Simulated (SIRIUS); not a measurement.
# ZrC in SIRIUS: tuning threads

Input of the first run (threads 1); the others differ in this setting and in those tied to it:

Contents of sirius.json:

```json
{
  "control": {
    "processing_unit": "cpu",
    "std_evp_solver_name": "lapack",
    "gen_evp_solver_name": "lapack",
    "verbosity": 2,
    "print_forces": true,
    "ortho_rf": true,
    "use_second_variation": true,
    "rmt_max": 3.0,
    "num_bands_to_print": 17,
    "save_wf": true
  },
  "parameters": {
    "electronic_structure_method": "full_potential_lapwlo",
    "xc_functionals": ["XC_GGA_X_PBE", "XC_GGA_C_PBE"],
    "core_relativity": "dirac",
    "valence_relativity": "iora",
    "num_fv_states": 17,
    "smearing": "fermi_dirac",
    "smearing_width": 0.0018374661,
    "pw_cutoff": 22,
    "gk_cutoff": 4.25,
    "lmax_apw": 12,
    "lmax_rho": 8,
    "lmax_pot": 8,
    "num_mag_dims": 0,
    "auto_rmt": 0,
    "ngridk": [10, 10, 10],
    "shiftk": [0, 0, 0],
    "num_dft_iter": 100,
    "energy_tol": 1e-07,
    "density_tol": 1e-05,
    "use_symmetry": true
  },
  "settings": {"tol_ne": 1e-10},
  "iterative_solver": {"type": "exact"},
  "mixer": {"type": "anderson", "beta": 0.5, "max_history": 8},
  "unit_cell": {
    "lattice_vectors": [[0.0, 4.4692022847, 4.4692022847], [4.4692022847, 0.0, 4.4692022847], [4.4692022847, 4.4692022847, 0.0]],
    "atom_types": ["C", "Zr"],
    "atom_files": {"C": "C.json", "Zr": "Zr.json"},
    "atoms": {"C": [[0.0, 0.0, 0.0]], "Zr": [[0.5, 0.5, 0.5]]}
  }
}
```

C.json

```json
{
  "name": "carbon",
  "symbol": "C",
  "number": 6,
  "mass": 12.0107,
  "rmin": 1e-06,
  "rmt": 1.6,
  "nrmt": 800,
  "rinf": 14.98,
  "core": "1s",
  "valence": [
    {"basis": [{"enu": 0.16, "dme": 0, "n": 0, "auto": 0}, {"enu": 0.16, "dme": 1, "n": 0, "auto": 0}]},
    {"l": 0, "n": 1, "basis": [{"enu": 0.159, "dme": 0, "n": 0, "auto": 0}]},
    {"l": 1, "n": 2, "basis": [{"enu": 0.26, "dme": 0, "n": 0, "auto": 0}]},
    {"l": 2, "n": 3, "basis": [{"enu": 0.26, "dme": 0, "n": 0, "auto": 0}]},
    {"l": 3, "n": 4, "basis": [{"enu": 0.26, "dme": 0, "n": 0, "auto": 0}]}
  ],
  "lo": [
    {"l": 0, "basis": [{"enu": 0.159, "dme": 0, "n": 0, "auto": 0}, {"enu": 0.159, "dme": 1, "n": 0, "auto": 0}]},
    {"l": 0, "basis": [{"enu": 0.159, "dme": 1, "n": 0, "auto": 0}, {"enu": 0.159, "dme": 2, "n": 0, "auto": 0}]},
    {
      "l": 0,
      "basis": [{"enu": 0.159, "dme": 0, "n": 0, "auto": 0}, {"enu": 4.8465, "dme": 0, "n": 0, "auto": 0}]
    },
    {"l": 1, "basis": [{"enu": 0.26, "dme": 0, "n": 0, "auto": 0}, {"enu": 0.26, "dme": 1, "n": 0, "auto": 0}]},
    {"l": 1, "basis": [{"enu": 0.26, "dme": 1, "n": 0, "auto": 0}, {"enu": 0.26, "dme": 2, "n": 0, "auto": 0}]},
    {"l": 1, "basis": [{"enu": 0.26, "dme": 0, "n": 0, "auto": 0}, {"enu": 5.6506, "dme": 0, "n": 0, "auto": 0}]},
    {"l": 2, "basis": [{"enu": 0.26, "dme": 0, "n": 0, "auto": 0}, {"enu": 0.26, "dme": 1, "n": 0, "auto": 0}]},
    {"l": 2, "basis": [{"enu": 0.26, "dme": 1, "n": 0, "auto": 0}, {"enu": 0.26, "dme": 2, "n": 0, "auto": 0}]},
    {"l": 2, "basis": [{"enu": 0.26, "dme": 0, "n": 0, "auto": 0}, {"enu": 6.3537, "dme": 0, "n": 0, "auto": 0}]},
    {"l": 3, "basis": [{"enu": 0.26, "dme": 0, "n": 0, "auto": 0}, {"enu": 0.26, "dme": 1, "n": 0, "auto": 0}]}
  ],
  "free_atom": [... radial grid and density of the free atom, the start of the SCF ...]
}
```

Contents of Zr.json:

```json
{
  "name": "zirconium",
  "symbol": "Zr",
  "number": 40,
  "mass": 91.224,
  "rmin": 1e-06,
  "rmt": 2.54,
  "nrmt": 800,
  "rinf": 17.42,
  "core": "1s2s2p3s3p3d",
  "valence": [
    {"basis": [{"enu": 0.16, "dme": 0, "n": 0, "auto": 0}, {"enu": 0.16, "dme": 1, "n": 0, "auto": 0}]},
    {"l": 0, "n": 1, "basis": [{"enu": 0.26, "dme": 0, "n": 0, "auto": 0}]},
    {"l": 1, "n": 2, "basis": [{"enu": 0.26, "dme": 0, "n": 0, "auto": 0}]},
    {"l": 2, "n": 3, "basis": [{"enu": 0.26, "dme": 0, "n": 0, "auto": 0}]},
    {"l": 3, "n": 4, "basis": [{"enu": 0.26, "dme": 0, "n": 0, "auto": 0}]}
  ],
  "lo": [
    {"l": 0, "basis": [{"enu": 0.26, "dme": 0, "n": 0, "auto": 0}, {"enu": 0.26, "dme": 1, "n": 0, "auto": 0}]},
    {
      "l": 0,
      "basis": [{"enu": -1.6012, "dme": 0, "n": 4, "auto": 1}, {"enu": -1.6012, "dme": 1, "n": 4, "auto": 1}]
    },
    {
      "l": 0,
      "basis": [{"enu": -1.6012, "dme": 1, "n": 4, "auto": 1}, {"enu": 0.26, "dme": 0, "n": 0, "auto": 0}]
    },
    {"l": 0, "basis": [{"enu": 0.26, "dme": 0, "n": 0, "auto": 0}, {"enu": 2.74, "dme": 0, "n": 0, "auto": 0}]},
    {"l": 1, "basis": [{"enu": 0.26, "dme": 0, "n": 0, "auto": 0}, {"enu": 0.26, "dme": 1, "n": 0, "auto": 0}]},
    {
      "l": 1,
      "basis": [{"enu": -0.7959, "dme": 0, "n": 4, "auto": 1}, {"enu": -0.7959, "dme": 1, "n": 4, "auto": 1}]
    },
    {
      "l": 1,
      "basis": [{"enu": -0.7959, "dme": 1, "n": 4, "auto": 1}, {"enu": 0.26, "dme": 0, "n": 0, "auto": 0}]
    },
    {"l": 1, "basis": [{"enu": 0.26, "dme": 0, "n": 0, "auto": 0}, {"enu": 3.112, "dme": 0, "n": 0, "auto": 0}]},
    {"l": 2, "basis": [{"enu": 0.26, "dme": 0, "n": 0, "auto": 0}, {"enu": 0.26, "dme": 1, "n": 0, "auto": 0}]},
    {"l": 2, "basis": [{"enu": 0.26, "dme": 1, "n": 0, "auto": 0}, {"enu": 0.26, "dme": 2, "n": 0, "auto": 0}]},
    {"l": 2, "basis": [{"enu": 0.26, "dme": 0, "n": 0, "auto": 0}, {"enu": 2.678, "dme": 0, "n": 0, "auto": 0}]},
    {"l": 3, "basis": [{"enu": 0.26, "dme": 0, "n": 0, "auto": 0}, {"enu": 0.26, "dme": 1, "n": 0, "auto": 0}]},
    {"l": 3, "basis": [{"enu": 0.26, "dme": 0, "n": 0, "auto": 0}, {"enu": 2.957, "dme": 0, "n": 0, "auto": 0}]}
  ],
  "free_atom": [... radial grid and density of the free atom, the start of the SCF ...]
}
```

The input sirius_start.json:

```json
{
  "control": {
    "processing_unit": "cpu",
    "std_evp_solver_name": "lapack",
    "gen_evp_solver_name": "lapack",
    "verbosity": 1,
    "print_forces": false,
    "ortho_rf": true,
    "use_second_variation": true,
    "rmt_max": 3.0,
    "num_bands_to_print": 17,
    "save_wf": false
  },
  "parameters": {
    "electronic_structure_method": "full_potential_lapwlo",
    "xc_functionals": ["XC_LDA_X", "XC_LDA_C_PW"],
    "core_relativity": "dirac",
    "valence_relativity": "iora",
    "num_fv_states": 17,
    "smearing": "fermi_dirac",
    "smearing_width": 0.0055123983,
    "pw_cutoff": 22,
    "gk_cutoff": 3.4,
    "lmax_apw": 12,
    "lmax_rho": 8,
    "lmax_pot": 8,
    "num_mag_dims": 0,
    "auto_rmt": 0,
    "ngridk": [4, 4, 4],
    "shiftk": [0, 0, 0],
    "num_dft_iter": 30,
    "energy_tol": 0.01,
    "density_tol": 0.05,
    "use_symmetry": true
  },
  "settings": {"tol_ne": 1e-10},
  "iterative_solver": {"type": "exact"},
  "mixer": {"type": "anderson", "beta": 0.5, "max_history": 8},
  "unit_cell": {
    "lattice_vectors": [[0.0, 4.4692022847, 4.4692022847], [4.4692022847, 0.0, 4.4692022847], [4.4692022847, 4.4692022847, 0.0]],
    "atom_types": ["C", "Zr"],
    "atom_files": {"C": "C.json", "Zr": "Zr.json"},
    "atoms": {"C": [[0.0, 0.0, 0.0]], "Zr": [[0.5, 0.5, 0.5]]}
  }
}
```

Potentials or basis: all-electron FP-LAPW, apw+lo standard.

The run is started by

```bash
$ OMP_NUM_THREADS=1 sirius.scf --input=sirius_start.json --output=start.json
$ OMP_NUM_THREADS=1 sirius.scf --input=sirius.json --output=output.json --task=1
```

Hardware: Arm Neoverse N1.

```csv
threads,energy less the last converged row (meV/atom),SCF cycles,wall time (s),peak memory (GiB)
1,0.00,8,110,0.54
2,0.00,8,79,0.54
4,0.00,8,64,0.54
8,0.00,8,55,0.58
16,0.00,8,52,0.55
32,0.00,8,52,0.62
56,0.00,8,57,0.64
```

Fastest here: 16 (52 s), level within noise with 8, 32, 56; slowest of those that converged: 1 (110 s). These are single runs, one after another on one machine, so differences under about a fifth mean little.
